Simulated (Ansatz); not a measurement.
# BeO: pressure series

Base system: BeO in the wurtzite structure (space group P6_3mc, No. 186; a = 2.693 Å, c = 4.373 Å).

Cell and atoms are relaxed at each pressure.

Method: PBEsol, PAW, 420 eV (Ansatz, an electronic-structure program; scalar-relativistic without spin-orbit coupling).

```json
[
 {"pressure (GPa)": "-2", "band gap (eV)": "7.41"},
 {"pressure (GPa)": "-1", "band gap (eV)": "7.46"},
 {"pressure (GPa)": "0", "band gap (eV)": "7.51"},
 {"pressure (GPa)": "0.3", "band gap (eV)": "7.52"},
 {"pressure (GPa)": "0.7", "band gap (eV)": "7.54"},
 {"pressure (GPa)": "1.5", "band gap (eV)": "7.58"},
 {"pressure (GPa)": "5", "band gap (eV)": "7.74"},
 {"pressure (GPa)": "7.5", "band gap (eV)": "?"},
 {"pressure (GPa)": "10", "band gap (eV)": "7.96"}
]
```

Task: Fit E_g = E₀ + αP + βP² to the rows shown and predict the withheld row.

Result: Least squares on the printed values gives E₀ = 7.51 eV, α = 47.9 meV/GPa, β = -0.27 meV/GPa² (largest residual 0.00 eV); this predicts 7.85 eV, and the run gives 7.85 eV, in agreement.

Load acts through the strain it causes; cell and atoms are relaxed under it. Stability against distortions was not tested. No other phases were tried under pressure.
